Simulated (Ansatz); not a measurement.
# TePb under compression and expansion

```cif
data_structure
_symmetry_space_group_name_H-M 'Pm-3m'
_symmetry_Int_Tables_number 221
_cell_length_a 4.0023
_cell_length_b 4.0023
_cell_length_c 4.0023
_cell_angle_alpha 90.000
_cell_angle_beta 90.000
_cell_angle_gamma 90.000
_cell_volume 64.11
loop_
_atom_site_label
_atom_site_type_symbol
_atom_site_symmetry_multiplicity
_atom_site_Wyckoff_symbol
_atom_site_fract_x
_atom_site_fract_y
_atom_site_fract_z
_atom_site_occupancy
Te1 Te 1 b 0.50000 0.50000 0.50000 1
Pb1 Pb 1 a 0.00000 0.00000 0.00000 1
```

The runs use the primitive cell with vectors (4.002, 0.000, 0.000), (0.000, 4.002, 0.000), (0.000, 0.000, 4.002) Å, to which the k mesh refers.

The cell is the one relaxed in the Materials Project (mp-20943), not relaxed further here; entries there can be hypothetical.

Spin–orbit coupling is left out, though it moves levels of the heavy atoms by tenths of an eV or more.

All numbers are computed: DFT, PBE, all-electron LAPW, scalar-relativistic (Ansatz 0.2.0); DFT, PBE, PAW with Ansatz's default frozen-core files, scalar-relativistic (Ansatz 0.2.0).

For LAPW: a Γ-centred 10×10×10 k mesh, Fermi–Dirac smearing of 0.08 eV, basis error target 1 meV/atom, no spin polarisation. PAW takes a cutoff of 420 eV at this cell. The Ansatz runs share mesh, smearing and spin set-up. Plane-wave (PAW) pressures include the program's estimate of the Pulay term.

The cell above is scaled evenly, with fractional coordinates and shape held.

```json
{"V/V(cell)": "0.9405", "V (Å³/atom)": "30.148", "P, LAPW (GPa)": "?", "P, PAW (GPa)": "?", "free energy over the lowest listed, PAW (meV/atom)": "?"}
{"V/V(cell)": "0.9800", "V (Å³/atom)": "31.414", "P, LAPW (GPa)": "0.60", "P, PAW (GPa)": "0.59", "free energy over the lowest listed, PAW (meV/atom)": "0.7"}
{"V/V(cell)": "1.0000", "V (Å³/atom)": "32.055", "P, LAPW (GPa)": "-0.23", "P, PAW (GPa)": "-0.24", "free energy over the lowest listed, PAW (meV/atom)": "0.0"}
{"V/V(cell)": "1.0200", "V (Å³/atom)": "32.696", "P, LAPW (GPa)": "-0.97", "P, PAW (GPa)": "-0.98", "free energy over the lowest listed, PAW (meV/atom)": "2.5"}
{"V/V(cell)": "1.0600", "V (Å³/atom)": "33.978", "P, LAPW (GPa)": "-2.24", "P, PAW (GPa)": "-2.25", "free energy over the lowest listed, PAW (meV/atom)": "15.6"}
```

Q: Fill in the row V/V(cell) = 0.9405.

A: P, LAPW (GPa) = 2.53, P, PAW (GPa) = 2.52, free energy over the lowest listed, PAW (meV/atom) = 12.7.

Q: What do Birch–Murnaghan fits to the pressures give?

A: LAPW: V0 = 31.87 Å³/atom, B0 = 40 GPa, B0′ = 4.3; PAW: V0 = 31.87 Å³/atom, B0 = 40 GPa, B0′ = 4.3.

PAW's V0 lies -0.02 % from the all-electron value and its B0 0.0 %. Symmetry fixes shape and coordinates here, so this is the relaxed modulus.
